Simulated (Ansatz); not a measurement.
BaTiO$_{3}$, DFT, PBE, all-electron PAW with datasets made for the crystal, scalar-relativistic (Ansatz 0.2.0), run on 2 threads of Intel(R) Xeon(R) 6975P-C (Granite Rapids) on a shared host.

The cell is COD entry 2100858, as deposited and not checked against the literature; nothing was relaxed. The listed cell was then made from it by scaling, straining or moving an atom.

Command: `ansatz run input.yaml --threads 2 --pin off --max-ram 6144MiB --backend cpu --events-out ev --progress --plain --runs-dir out`

```yaml
crystal:
  lattice:
    - [3.879806, 0.0, 0.0]
    - [0.0, 3.879806, 0.0]
    - [0.0, 0.0, 4.018]
  atoms:
    - { symbol: Ba, position: [0.0, 0.0, 0.0] }
    - { symbol: Ti, position: [0.5, 0.5, 0.482] }
    - { symbol: O, position: [0.5, 0.5, 0.016] }
    - { symbol: O, position: [0.5, 0.0, 0.515] }
    - { symbol: O, position: [0.0, 0.5, 0.515] }
kpoints:
  mp_grid: { grid: [7, 7, 7] }
scf:
  occupations: { method: fermi_dirac, width: 0.08 }
hamiltonian:
  xc: pbe
  pseudopotentials: { kind: all_electron, datasets: crystal }
output:
  forces: true
  stress: true
  eigenvalues: true
  efg: { contact_densities: true }
```

**Question.** How large is the problem that the program sets up?

**Answer.** 40 irreducible k-points, 2017 plane waves at Γ, 25 bands.

**Question.** About how long does it take, and how much memory does it use?

**Answer.** 15 s of wall time for 12 SCF iterations, with a peak of 1.1 GiB. Times on shared machines scatter by tens of per cent.
